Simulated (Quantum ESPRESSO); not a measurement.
## Ce in Quantum ESPRESSO: convergence with smearing width

Input of the first run (smearing width 0.5 eV); the others differ in this setting and in those tied to it:

Contents of pw.in:

```
&CONTROL
  calculation = 'scf'
  prefix = 'pwscf'
  outdir = './tmp'
  pseudo_dir = './pseudo'
  tprnfor = .true.
  tstress = .true.
  disk_io = 'nowf'
/
&SYSTEM
  ibrav = 0
  nat = 1
  ntyp = 1
  ecutwfc = 50
  ecutrho = 300
  nbnd = 15
  input_dft = 'pbesol'
  occupations = 'smearing'
  smearing = 'mv'
  degauss = 0.03674932
  nspin = 2
  starting_magnetization(1) = 0.0833
/
&ELECTRONS
  conv_thr = 2d-10
  electron_maxstep = 120
  mixing_beta = 0.3
/
ATOMIC_SPECIES
Ce   140.1160 Ce.LDA_PW-JTH.UPF
CELL_PARAMETERS angstrom
  -1.9432985503    1.9432985503    1.9432985503
   1.9432985503   -1.9432985503    1.9432985503
   1.9432985503    1.9432985503   -1.9432985503
ATOMIC_POSITIONS crystal
Ce     0.0000000000    0.0000000000    0.0000000000
K_POINTS automatic
10 10 10 0 0 0
```

Potentials or basis: JTH 2.0 LDA.

The run is started by

```bash
$ OMP_NUM_THREADS=1 pw.x -in pw.in > pw.out
```

This isn't the form of Ce at room conditions, which is fcc.

Hardware: 1 thread of Arm Neoverse V1 (shared host).

**Question.** The values tried are 0.5 eV, 0.3 eV, 0.2 eV, 0.136 eV, 0.1 eV, 0.05 eV, 0.025 eV, 0.01 eV, loosest first. From which on does the pressure stay within 0.1 GPa of the tightest run that finished?

**Answer.** From 0.05 eV on.

| smearing width | energy less the tightest run, at zero smearing (meV/atom) | pressure (GPa) | absolute moment (μB) | SCF cycles | CPU time (s) | peak memory (GiB) |
| --- | --- | --- | --- | --- | --- | --- |
| 0.5 eV | -95.86 | -2.61 | 0.61 | 22 | 110 | 0.22 |
| 0.3 eV | -27.94 | -3.11 | 1.05 | 19 | 91 | 0.22 |
| 0.2 eV | -10.22 | -3.29 | 1.04 | 24 | 120 | 0.22 |
| 0.136 eV | -2.86 | -3.49 | 0.96 | 21 | 100 | 0.22 |
| 0.1 eV | -0.77 | -3.66 | 0.89 | 26 | 130 | 0.22 |
| 0.05 eV | -0.34 | -4.08 | 0.70 | 16 | 82 | 0.22 |
| 0.025 eV | timed out after 230 s | - | - | - | - | - |
| 0.01 eV | 0.00 | -4.12 | 0.67 | 26 | 120 | 0.22 |

Against the tightest run, the energy stays within 1 meV/atom from 0.1 eV on. Not settled before the last step: the absolute moment (to 0.02 μB). Narrower smearing needs a denser k mesh, so at a fixed mesh the narrowest width isn't the most accurate. The tightest run that finished is the yardstick and may itself not be fully converged.

Caveat, for the tightest run too: the potentials were made for another functional, which shifts forces and pressure; the magnetic or orbital state may not be the lowest. The state reached can hang on the start; a lower one may exist.
